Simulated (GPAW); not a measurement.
The system is NiO.

```
Ni O
1.0
     0.00000    2.09131    2.09131
     2.09131    0.00000    2.09131
     2.09131    2.09131    0.00000
Ni O
1 1
Direct
  0.00000 0.00000 0.00000
  0.50000 0.50000 0.50000
```

Base run:

```yaml
Program: GPAW 26.7.0
Functional: PBEsol
Potentials_or_basis: PAW data sets generated in the run's folder for this functional
Cutoff: 600 eV
Basis: pw
k_mesh: 8 × 8 × 8
Occupations: gaussian, width 0.05 eV
Spin: collinear spin, ferromagnetic start
Starting_moments: "[2.0, 0.0] μB"
Hubbard_terms: Ni d U = 8 eV
```

Its results: band gap on the k mesh 2.45 eV, indirect (least direct gap 3.63 eV); pressure -0.9 GPa.

Problem. The run is repeated on the same cell with these changes: spin from collinear spin, ferromagnetic start to no spin polarisation; start of the occupation matrix from random to atoms. What comes out?

Solution. Band gap on the k mesh none (metal or under the smearing width); pressure -18.3 GPa.

Caveats: the cutoff is short for stress and forces, so pressures can be off by a GPa or more; the stock nickel data set gives pressures a few GPa off other programs; the occupation matrix was held by a function in the script for the first cycles and then freed (some runs); the end state hangs on it (some runs); a cell with one magnetic atom can't hold antiferromagnetic order, which such compounds often take (some runs); U without spin polarisation on a metal has little footing (some runs).

A k mesh can miss the band edges.
